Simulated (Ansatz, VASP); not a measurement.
Given: the input of a run of Ansatz 0.2.0 on Ba.

The input input.yaml:

```yaml
crystal:
  lattice:
    - [4.3701370843, 0.0, 0.0]
    - [-1.4567123611, 4.1202047561, 0.0]
    - [-1.4567123611, -2.0601023774, 3.568201988]
  atoms:
    - { symbol: Ba, position: [0.0, 0.0, 0.0] }
kpoints:
  mp_grid: { grid: [8, 8, 8] }
scf:
  occupations: { method: tetrahedron }
hamiltonian:
  xc: pbe
  pseudopotentials: { kind: all_electron, lapw: { basis_error: 0.001 } }
output:
  forces: true
  stress: true
  eigenvalues: true
```

Potentials or basis: all-electron LAPW, scalar-relativistic.

Run with:

```console
$ ansatz run input.yaml --threads 1 --pin off --max-ram 3072MiB --backend cpu --events-out ev --progress --plain --runs-dir out
```

Task: Set up the same calculation for VASP 6.6.1. Potentials there: VASP PAW PBE potentials, release 64 (Ba_sv).

Result: As run (the cutoff follows the program's own potentials):

File INCAR:

```
SYSTEM = Ba
PREC = Accurate
ENCUT = 520
EDIFF = 1E-6
ISMEAR = -5
SIGMA = 0.05
LREAL = .FALSE.
LASPH = .TRUE.
NELM = 60
ALGO = Normal
ISIF = 2
LWAVE = .FALSE.
LCHARG = .FALSE.
GGA = PE
NBANDS = 11
```

File KPOINTS:

```
regular mesh
0
G
  8 8 8
  0 0 0
```

POSCAR

```
Ba
1.0
    4.3701370843      0.0000000000      0.0000000000
   -1.4567123611      4.1202047561      0.0000000000
   -1.4567123611     -2.0601023774      3.5682019880
Ba
1
Direct
    0.0000000000      0.0000000000      0.0000000000
```

Potentials or basis: VASP PAW PBE potentials, release 64 (Ba_sv).

Command:

```sh
$ cat potpaw_PBE.64/Ba_sv/POTCAR > POTCAR
$ mpirun -np 1 vasp_std > vasp.out
```

Both were run:

|  | VASP | Ansatz | Ansatz less VASP |
| --- | --- | --- | --- |
| gap on the k mesh at the Fermi level (eV) | none | none | - |
| pressure (GPa) | 0.0 | -0.1 | -0.07 |

A gap of «none» marks a metal or a gap that the smearing closes. Ansatz ran all-electron here, so the differences hold the error of VASP's frozen core and of both bases.

Caveats: tetrahedron occupations give inexact forces and stress in metals (VASP); with tetrahedron occupations forces and stress needn't match the slope of the energy (Ansatz). The runs have no spin-orbit coupling, so splittings on Ba are missing.
